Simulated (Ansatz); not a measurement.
# Si: energy over two strains, part 2 of 3

A grid of calculations on Si (Cmcm, No. 63; 12 atoms in the cell), to see where the energy is lowest and how it rises around there.

Ansatz 0.2.0; DFT PBEsol, scalar-relativistic, plane waves, PAW. The steps go on from the part before.

### Step 4. Changing settings: ecutrho_ratio 12, xc lda, ecutwfc left out

The input, input.yaml:

```yaml
crystal:
  lattice:
    - [1.9115587848, -5.3476661561, 0.0]
    - [1.9115587848, 5.3476661561, 0.0]
    - [0.0, 0.0, 12.6538471797]
  atoms:
    - { symbol: Si, position: [0.7570405043, 0.2429594957, 0.9450993343] }
    - { symbol: Si, position: [0.2429594957, 0.7570405043, 0.0549006657] }
    - { symbol: Si, position: [0.7570405043, 0.2429594957, 0.5549006657] }
    - { symbol: Si, position: [0.2429594957, 0.7570405043, 0.4450993343] }
    - { symbol: Si, position: [0.4286865207, 0.5713134793, 0.157224205] }
    - { symbol: Si, position: [0.5713134793, 0.4286865207, 0.842775795] }
    - { symbol: Si, position: [0.4286865207, 0.5713134793, 0.342775795] }
    - { symbol: Si, position: [0.5713134793, 0.4286865207, 0.657224205] }
    - { symbol: Si, position: [0.971216289, 0.028783711, 0.9093716909] }
    - { symbol: Si, position: [0.028783711, 0.971216289, 0.0906283091] }
    - { symbol: Si, position: [0.971216289, 0.028783711, 0.5906283091] }
    - { symbol: Si, position: [0.028783711, 0.971216289, 0.4093716909] }
basis:
  ecutrho_ratio: 12
kpoints:
  mp_grid: { grid: [10, 10, 4] }
hamiltonian:
  xc: lda
  pseudopotentials: { kind: paw, azcp: { folder: soft_1 } }
scf:
  occupations: { method: gaussian, width: 0.02 }
output:
  forces: true
  eigenvalues: true
  stress: true
```

On the command line:

```bash
$ ansatz run input.yaml --threads 4 --pin off --max-ram 8192MiB --backend cpu --events-out ev --progress --plain --runs-dir out
```

Standard output, cut to the lines that bear on the results:

```text
Warning: <dir> the record states the generating functional pbe (its physics header spells it `PBE`), which answers neither for hamiltonian.xc's functional nor for the lda family's — results may be inconsistent (PPs are generated against a specific XC)
Warning: RAYON_NUM_THREADS=4 ignored (pool sized by the plan → 4); use --threads N
[...]
Pseudopotentials: kind: paw
Pseudopotential: Si, paw, valence charge 4, recommended cutoff 420 eV (normal), <dir>
Functional definition: SPW92
[...]
Crystal: 12 atoms, lattice volume = 258.705 Å³
Basis set: ecut = 420 eV, 5061 PW (Γ)
[...]
  atom   2  Si     0.00000000     0.01376276    -0.04074579
  atom   3  Si     0.00000000    -0.01376276    -0.04074579
  atom   4  Si     0.00000000     0.01376276     0.04074579
  atom   5  Si    -0.00000000    -0.01804880    -0.02001322
  atom   6  Si    -0.00000000     0.01804880     0.02001322
  atom   7  Si    -0.00000000    -0.01804880     0.02001322
  atom   8  Si    -0.00000000     0.01804880    -0.02001322
[...]
--- Stress (GPa, compression-positive) ---
       -1.502051       0.000000       0.000000
        0.000000      -1.527334       0.000000
        0.000000       0.000000      -1.451807
  P = ⅓ Tr σ = -1.4937 GPa (-14.937 kbar)
--- Band table (eV; the first three rows and the last of 93) ---
[...]
```

Run time: 15 s. Hardware: 4 threads of Arm Neoverse V1, shared host; peak memory 1.2 GiB.

| run | ending | energy change | pressure (GPa) | gap (eV) | force (eV/Å) | cycles | time |
| --- | --- | --- | --- | --- | --- | --- | --- |
| step 3 | converged | - | 0.0 | 0.40 | 0.00 | - | 56 s |
| variant | converged | not comparable | -1.5 | 0.41 | 0.04 | 8 | 15 s |

A change of functional puts the total energy on another scale; the pressure goes from 0.0 to -1.5 GPa and the largest force goes from 0.00 to 0.04 eV/Å. The numerical grids changed too.

### Step 5. Reference cell

The input, input.yaml:

```yaml
crystal:
  lattice:
    - [1.9115587848, -5.3476661561, 0.0]
    - [1.9115587848, 5.3476661561, 0.0]
    - [0.0, 0.0, 12.6538471797]
  atoms:
    - { symbol: Si, position: [0.7570405043, 0.2429594957, 0.9450993343] }
    - { symbol: Si, position: [0.2429594957, 0.7570405043, 0.0549006657] }
    - { symbol: Si, position: [0.7570405043, 0.2429594957, 0.5549006657] }
    - { symbol: Si, position: [0.2429594957, 0.7570405043, 0.4450993343] }
    - { symbol: Si, position: [0.4286865207, 0.5713134793, 0.157224205] }
    - { symbol: Si, position: [0.5713134793, 0.4286865207, 0.842775795] }
    - { symbol: Si, position: [0.4286865207, 0.5713134793, 0.342775795] }
    - { symbol: Si, position: [0.5713134793, 0.4286865207, 0.657224205] }
    - { symbol: Si, position: [0.971216289, 0.028783711, 0.9093716909] }
    - { symbol: Si, position: [0.028783711, 0.971216289, 0.0906283091] }
    - { symbol: Si, position: [0.971216289, 0.028783711, 0.5906283091] }
    - { symbol: Si, position: [0.028783711, 0.971216289, 0.4093716909] }
basis:
  ecutwfc: 420
kpoints:
  mp_grid: { grid: [10, 10, 4] }
hamiltonian:
  xc: pbesol
  pseudopotentials: { kind: paw, azcp: { folder: soft_1 } }
scf:
  occupations: { method: gaussian, width: 0.05 }
output:
  forces: true
  stress: true
  eigenvalues: true
  write_density: true
  write_potential: true
  elf: true
  volumetric_format: npy
```

On the command line:

```bash
$ ansatz run input.yaml --threads 4 --pin off --max-ram 8192MiB --backend cpu --events-out ev --progress --plain --runs-dir out
```

Standard output, cut to the lines that bear on the results:

```text
[...]
SCF converged after 8 iterations
Free energy (F): -7456.819353 eV
[...]
E sigma→0 (E₀):  -7456.819353 eV
Fermi energy:    5.694684 eV
[...]
--- Forces (eV/Å), atoms counted from 1 ---
  atom   1  Si    -0.00000000    -0.00098843    -0.00127247
  atom   2  Si     0.00000000     0.00098843     0.00127247
  atom   3  Si    -0.00000000    -0.00098843     0.00127247
  atom   4  Si     0.00000000     0.00098843    -0.00127247
  atom   5  Si     0.00000000     0.00021305    -0.00057495
  atom   6  Si     0.00000000    -0.00021305     0.00057495
  atom   7  Si     0.00000000     0.00021305     0.00057495
  atom   8  Si     0.00000000    -0.00021305    -0.00057495
[...]
--- Stress (GPa, compression-positive) ---
       -0.004319       0.000000       0.000000
        0.000000       0.019494       0.000000
        0.000000       0.000000       0.002429
  P = ⅓ Tr σ = 0.0059 GPa (0.059 kbar)
--- Band table (eV; the first three rows and the last of 93) ---
[...]
```

Wall time 19 s (4 threads of Arm Neoverse V1, shared host); peak memory 0.99 GiB.

The maps below are laid out on this run's own conventional cell (a, b, c = 3.823, 10.695, 12.654 Å).

Density in a lattice plane of the grid's cell (edges 10.70 and 12.65 Å, at 0.000 of the third edge), which holds Si.

Ten even steps from '0' (0.00 e/Å³) to '9' (0.54 e/Å³):
```
76885255221101232125
33997599655200000025
65433358436200000014
21100025765100000001
00000014994100000000
21100025765100000001
65433358436200000014
33997599655200000025
76885255221101232125
97335652000002565337
75212321011225525886
35200000025569957993
64100000026348533345
21000000015675200011
00000000014994100000
21000000015675200011
64100000026348533345
35200000025569957993
75212321011225525886
97335652000002565337
```
Columns run along the first of these edges and rows up along the second, over one cell in 20 and 20 even steps from the bottom left corner. Atoms in the plane (fractional): Si at (0.24, 0.95), Si at (0.76, 0.05), Si at (0.24, 0.55), Si at (0.76, 0.45), Si at (0.57, 0.16), Si at (0.43, 0.84), Si at (0.57, 0.34), Si at (0.43, 0.66), Si at (0.03, 0.91), Si at (0.97, 0.09), Si at (0.03, 0.59), Si at (0.97, 0.41).

ELF in the same plane.

Ten even steps from '0' (0.00) to '9' (0.94):
```
65894446322101353026
34997599646300010024
65786799445410000026
33221257765300000002
00000028997200000000
33221257765300000002
65786799445410000026
34997599646300010024
65894446322101353026
98444552000002554448
66203531012236444985
34200100036469957994
66200000145449976875
32000000035677521223
00000000027998200000
32000000035677521223
66200000145449976875
34200100036469957994
66203531012236444985
98444552000002554448
```
Columns run along the first of these edges and rows up along the second, over one cell in 20 and 20 even steps from the bottom left corner. Atoms in the plane (fractional): Si at (0.24, 0.95), Si at (0.76, 0.05), Si at (0.24, 0.55), Si at (0.76, 0.45), Si at (0.57, 0.16), Si at (0.43, 0.84), Si at (0.57, 0.34), Si at (0.43, 0.66), Si at (0.03, 0.91), Si at (0.97, 0.09), Si at (0.03, 0.59), Si at (0.97, 0.41).

Both are smooth fields of the valence electrons: close to the nuclei they are not physical.

The highest ELF values outside the cores: 0.95 on the Si–Si line, 1.2 Å from Si.

### Step 6. Plan of the scan

The energy is mapped over two homogeneous strains (x along [1 0 0], y along [0 1 0], z along [0 0 1] of the conventional cell).

The axes are (1) engineering shear strain xy: 7 values from −30 to 30 %; (2) equal normal strain along x and y: 7 values from −15 to 15 %.

Nothing else is relaxed (fractional coordinates fixed). Energies count from the relaxed crystal. Points are written as (first, second).

Of the runs on the grid, 7 are shown in the steps below; the others differ only in the two coordinates.

### Step 7. Grid point (−30 %, −15 %)

Edit input.yaml of step 5 so:

```diff
@@ -2,4 +2,4 @@
   lattice:
-    - [1.9115587848, -5.3476661561, 0.0]
-    - [1.9115587848, 5.3476661561, 0.0]
+    - [2.4269748905, -4.8322500504, 0.0]
+    - [0.8226750437, 4.258782415, 0.0]
     - [0.0, 0.0, 12.6538471797]
@@ -31,5 +31 @@
   eigenvalues: true
-  write_density: true
-  write_potential: true
-  elf: true
-  volumetric_format: npy
```

On the command line:

```bash
$ ansatz run input.yaml --threads 4 --pin off --max-ram 8192MiB --backend cpu --events-out ev --progress --plain --runs-dir out
```

Standard output, cut to the lines that bear on the results:

```text
Warning: <dir> the record states the generating functional pbe (its physics header spells it `PBE`), which answers neither for hamiltonian.xc's functional nor for the pbesol family's — results may be inconsistent (PPs are generated against a specific XC)
Warning: RAYON_NUM_THREADS=4 ignored (pool sized by the plan → 4); use --threads N
[...]
Pseudopotentials: kind: paw
Pseudopotential: Si, paw, valence charge 4, recommended cutoff 420 eV (normal), <dir>
Functional definition: PBEsol
[...]
Crystal: 12 atoms, lattice volume = 181.093 Å³
[...]
  atom   2  Si     1.83869701    -2.50982994     0.81489187
  atom   3  Si    -1.83869701     2.50982994     0.81489187
  atom   4  Si     1.83869701    -2.50982994    -0.81489187
  atom   5  Si    11.67663115     3.54332664     8.05345640
  atom   6  Si   -11.67663115    -3.54332664    -8.05345640
  atom   7  Si    11.67663115     3.54332664    -8.05345640
  atom   8  Si   -11.67663115    -3.54332664     8.05345640
[...]
--- Stress (GPa, compression-positive) ---
       86.692597      22.674914       0.000000
       22.674912      67.463594       0.000000
        0.000000       0.000000      42.954287
  P = ⅓ Tr σ = 65.7035 GPa (657.035 kbar)
--- Band table (eV; the first three rows and the last of 156) ---
[...]
```

It took 20 s on 4 threads of Arm Neoverse V1, shared host; peak memory 0.99 GiB.

That is 1702 meV/atom from the zero.

### Step 8. Point (−30 %, 5 %)

Edit input.yaml of step 7 so:

```diff
@@ -2,4 +2,4 @@
   lattice:
-    - [2.4269748905, -4.8322500504, 0.0]
-    - [0.8226750437, 4.258782415, 0.0]
+    - [2.8092866475, -5.9017832816, 0.0]
+    - [1.2049868006, 5.3283156462, 0.0]
     - [0.0, 0.0, 12.6538471797]
```

On the command line:

```bash
$ ansatz run input.yaml --threads 4 --pin off --max-ram 8192MiB --backend cpu --events-out ev --progress --plain --runs-dir out
```

Standard output, cut to the lines that bear on the results:

```text
Warning: <dir> the record states the generating functional pbe (its physics header spells it `PBE`), which answers neither for hamiltonian.xc's functional nor for the pbesol family's — results may be inconsistent (PPs are generated against a specific XC)
Warning: RAYON_NUM_THREADS=4 ignored (pool sized by the plan → 4); use --threads N
[...]
Pseudopotentials: kind: paw
Pseudopotential: Si, paw, valence charge 4, recommended cutoff 420 eV (normal), <dir>
Functional definition: PBEsol
[...]
Crystal: 12 atoms, lattice volume = 279.401 Å³
[...]
  atom   2  Si     0.23855578     0.18334447     0.21017021
  atom   3  Si    -0.23855578    -0.18334447     0.21017021
  atom   4  Si     0.23855578     0.18334447    -0.21017021
  atom   5  Si     1.78895621     0.81450852     0.19457974
  atom   6  Si    -1.78895621    -0.81450852    -0.19457974
  atom   7  Si     1.78895621     0.81450852    -0.19457974
  atom   8  Si    -1.78895621    -0.81450852     0.19457974
[...]
--- Stress (GPa, compression-positive) ---
       -4.011698      13.833430       0.000000
       13.833430      -6.999315       0.000000
        0.000000       0.000000      -0.384888
  P = ⅓ Tr σ = -3.7986 GPa (-37.986 kbar)
--- Band table (eV; the first three rows and the last of 156) ---
[...]
```

It took 28 s on 4 threads of Arm Neoverse V1, shared host; peak memory 1.4 GiB.

On the map this point reads 365 meV/atom.

### Step 9. The run at (−30 %, −5 %)

Edit input.yaml of step 8 so:

```diff
@@ -2,4 +2,4 @@
   lattice:
-    - [2.8092866475, -5.9017832816, 0.0]
-    - [1.2049868006, 5.3283156462, 0.0]
+    - [2.618130769, -5.367016666, 0.0]
+    - [1.0138309221, 4.7935490306, 0.0]
     - [0.0, 0.0, 12.6538471797]
```

On the command line:

```bash
$ ansatz run input.yaml --threads 4 --pin off --max-ram 8192MiB --backend cpu --events-out ev --progress --plain --runs-dir out
```

Standard output, cut to the lines that bear on the results:

```text
Warning: <dir> the record states the generating functional pbe (its physics header spells it `PBE`), which answers neither for hamiltonian.xc's functional nor for the pbesol family's — results may be inconsistent (PPs are generated against a specific XC)
Warning: RAYON_NUM_THREADS=4 ignored (pool sized by the plan → 4); use --threads N
[...]
Pseudopotentials: kind: paw
Pseudopotential: Si, paw, valence charge 4, recommended cutoff 420 eV (normal), <dir>
Functional definition: PBEsol
[...]
Crystal: 12 atoms, lattice volume = 227.660 Å³
[...]
  atom   2  Si     0.87584220    -0.44150242     0.57361892
  atom   3  Si    -0.87584220     0.44150242     0.57361892
  atom   4  Si     0.87584220    -0.44150242    -0.57361892
  atom   5  Si     5.37425094     1.69902804     2.56178983
  atom   6  Si    -5.37425094    -1.69902804    -2.56178983
  atom   7  Si     5.37425094     1.69902804    -2.56178983
  atom   8  Si    -5.37425094    -1.69902804     2.56178983
[...]
--- Stress (GPa, compression-positive) ---
       22.814576      19.211123       0.000000
       19.211124      15.260308       0.000000
        0.000000       0.000000      10.721063
  P = ⅓ Tr σ = 16.2653 GPa (162.653 kbar)
--- Band table (eV; the first three rows and the last of 156) ---
[...]
```

Wall time 23 s (4 threads of Arm Neoverse V1, shared host); peak memory 1.2 GiB.

Energy on the map's scale: 558 meV/atom.

### Step 10. Grid point (−30 %, 15 %)

Edit input.yaml of step 9 so:

```diff
@@ -2,4 +2,4 @@
   lattice:
-    - [2.618130769, -5.367016666, 0.0]
-    - [1.0138309221, 4.7935490306, 0.0]
+    - [3.0004425259, -6.4365498972, 0.0]
+    - [1.3961426791, 5.8630822618, 0.0]
     - [0.0, 0.0, 12.6538471797]
```

On the command line:

```bash
$ ansatz run input.yaml --threads 4 --pin off --max-ram 8192MiB --backend cpu --events-out ev --progress --plain --runs-dir out
```

Standard output, cut to the lines that bear on the results:

```text
Warning: <dir> the record states the generating functional pbe (its physics header spells it `PBE`), which answers neither for hamiltonian.xc's functional nor for the pbesol family's — results may be inconsistent (PPs are generated against a specific XC)
Warning: RAYON_NUM_THREADS=4 ignored (pool sized by the plan → 4); use --threads N
[...]
Pseudopotentials: kind: paw
Pseudopotential: Si, paw, valence charge 4, recommended cutoff 420 eV (normal), <dir>
Functional definition: PBEsol
[...]
Crystal: 12 atoms, lattice volume = 336.316 Å³
[...]
  atom   2  Si     0.00368796     0.06806137    -0.10872535
  atom   3  Si    -0.00368796    -0.06806137    -0.10872535
  atom   4  Si     0.00368796     0.06806137     0.10872535
  atom   5  Si     0.14511213     0.33638552    -0.70706744
  atom   6  Si    -0.14511213    -0.33638552     0.70706744
  atom   7  Si     0.14511213     0.33638552     0.70706744
  atom   8  Si    -0.14511213    -0.33638552    -0.70706744
[...]
--- Stress (GPa, compression-positive) ---
      -12.731827       8.022992       0.000000
        8.022992     -14.353386      -0.000000
        0.000000      -0.000000      -3.681286
  P = ⅓ Tr σ = -10.2555 GPa (-102.555 kbar)
--- Band table (eV; the first three rows and the last of 156) ---
[...]
```

Run time: 33 s. Hardware: 4 threads of Arm Neoverse V1, shared host; peak memory 1.6 GiB.

On the map this point reads 634 meV/atom.

### Step 11. Point (−30 %, 0 %)

Edit input.yaml of step 10 so:

```diff
@@ -2,4 +2,4 @@
   lattice:
-    - [3.0004425259, -6.4365498972, 0.0]
-    - [1.3961426791, 5.8630822618, 0.0]
+    - [2.7137087082, -5.6343999738, 0.0]
+    - [1.1094088614, 5.0609323384, 0.0]
     - [0.0, 0.0, 12.6538471797]
```

On the command line:

```bash
$ ansatz run input.yaml --threads 4 --pin off --max-ram 8192MiB --backend cpu --events-out ev --progress --plain --runs-dir out
```

Standard output, cut to the lines that bear on the results:

```text
[...]
SCF converged after 9 iterations
Free energy (F): -7452.266257 eV
[...]
E sigma→0 (E₀):  -7452.264049 eV
Entropy (-TS):   -0.004416 eV (-0.368 meV/atom)
Fermi energy:    5.773516 eV
[...]
--- Forces (eV/Å), atoms counted from 1 ---
  atom   1  Si    -0.49010716    -0.03654089    -0.38491755
  atom   2  Si     0.49010716     0.03654089     0.38491755
  atom   3  Si    -0.49010716    -0.03654089     0.38491755
[...]
  atom   5  Si     3.28369260     1.18124012     1.12388254
  atom   6  Si    -3.28369260    -1.18124012    -1.12388254
  atom   7  Si     3.28369260     1.18124012    -1.12388254
  atom   8  Si    -3.28369260    -1.18124012     1.12388254
[...]
--- Stress (GPa, compression-positive) ---
        6.175060      16.753930      -0.000000
       16.753930       1.654298      -0.000000
       -0.000000      -0.000000       3.623754
  P = ⅓ Tr σ = 3.8177 GPa (38.177 kbar)
--- Band table (eV; the first three rows and the last of 156) ---
[...]
```

Run time: 27 s. Hardware: 4 threads of Arm Neoverse V1, shared host; peak memory 1.3 GiB.

That is 379 meV/atom from the zero.

### Step 12. Point (−30 %, 10 %)

Edit input.yaml of step 11 so:

```diff
@@ -2,4 +2,4 @@
   lattice:
-    - [2.7137087082, -5.6343999738, 0.0]
-    - [1.1094088614, 5.0609323384, 0.0]
+    - [2.9048645867, -6.1691665894, 0.0]
+    - [1.3005647399, 5.595698954, 0.0]
     - [0.0, 0.0, 12.6538471797]
```

On the command line:

```bash
$ ansatz run input.yaml --threads 4 --pin off --max-ram 8192MiB --backend cpu --events-out ev --progress --plain --runs-dir out
```

Standard output, cut to the lines that bear on the results:

```text
[...]
SCF converged after 9 iterations
Free energy (F): -7451.249884 eV
[...]
E sigma→0 (E₀):  -7451.248388 eV
Entropy (-TS):   -0.002991 eV (-0.249 meV/atom)
Fermi energy:    3.927694 eV
[...]
--- Forces (eV/Å), atoms counted from 1 ---
  atom   1  Si    -0.09569331    -0.14999959    -0.04923744
  atom   2  Si     0.09569331     0.14999959     0.04923744
  atom   3  Si    -0.09569331    -0.14999959     0.04923744
[...]
  atom   5  Si     0.79012879     0.54319674    -0.37947578
  atom   6  Si    -0.79012879    -0.54319674     0.37947578
  atom   7  Si     0.79012879     0.54319674     0.37947578
  atom   8  Si    -0.79012879    -0.54319674    -0.37947578
[...]
--- Stress (GPa, compression-positive) ---
       -9.863680      10.798681       0.000000
       10.798681     -12.064212      -0.000000
        0.000000      -0.000000      -2.482630
  P = ⅓ Tr σ = -8.1368 GPa (-81.368 kbar)
--- Band table (eV; the first three rows and the last of 156) ---
[...]
```

It took 29 s on 4 threads of Arm Neoverse V1, shared host; peak memory 1.5 GiB.

Energy on the map's scale: 464 meV/atom.

### Step 13. Grid point (−30 %, −10 %)

Edit input.yaml of step 12 so:

```diff
@@ -2,4 +2,4 @@
   lattice:
-    - [2.9048645867, -6.1691665894, 0.0]
-    - [1.3005647399, 5.595698954, 0.0]
+    - [2.5225528297, -5.0996333582, 0.0]
+    - [0.9182529829, 4.5261657228, 0.0]
     - [0.0, 0.0, 12.6538471797]
```

On the command line:

```bash
$ ansatz run input.yaml --threads 4 --pin off --max-ram 8192MiB --backend cpu --events-out ev --progress --plain --runs-dir out
```

Standard output, cut to the lines that bear on the results:

```text
[...]
SCF converged after 8 iterations
Free energy (F): -7445.185195 eV
[...]
E sigma→0 (E₀):  -7445.183574 eV
Entropy (-TS):   -0.003242 eV (-0.270 meV/atom)
Fermi energy:    8.071486 eV
[...]
--- Forces (eV/Å), atoms counted from 1 ---
  atom   1  Si    -1.30769353     1.24349195    -0.72550596
  atom   2  Si     1.30769353    -1.24349195     0.72550596
  atom   3  Si    -1.30769353     1.24349195     0.72550596
[...]
  atom   5  Si     8.12953360     2.45220842     4.74156020
  atom   6  Si    -8.12953360    -2.45220842    -4.74156020
  atom   7  Si     8.12953360     2.45220842    -4.74156020
  atom   8  Si    -8.12953360    -2.45220842     4.74156020
[...]
--- Stress (GPa, compression-positive) ---
       48.482114      21.175655      -0.000000
       21.175655      36.226696      -0.000000
       -0.000000      -0.000000      22.714377
  P = ⅓ Tr σ = 35.8077 GPa (358.077 kbar)
--- Band table (eV; the first three rows and the last of 156) ---
[...]
```

Run time: 21 s. Hardware: 4 threads of Arm Neoverse V1, shared host; peak memory 1.1 GiB.

That is 970 meV/atom from the zero.

(Part 2 of 3 ends here.)
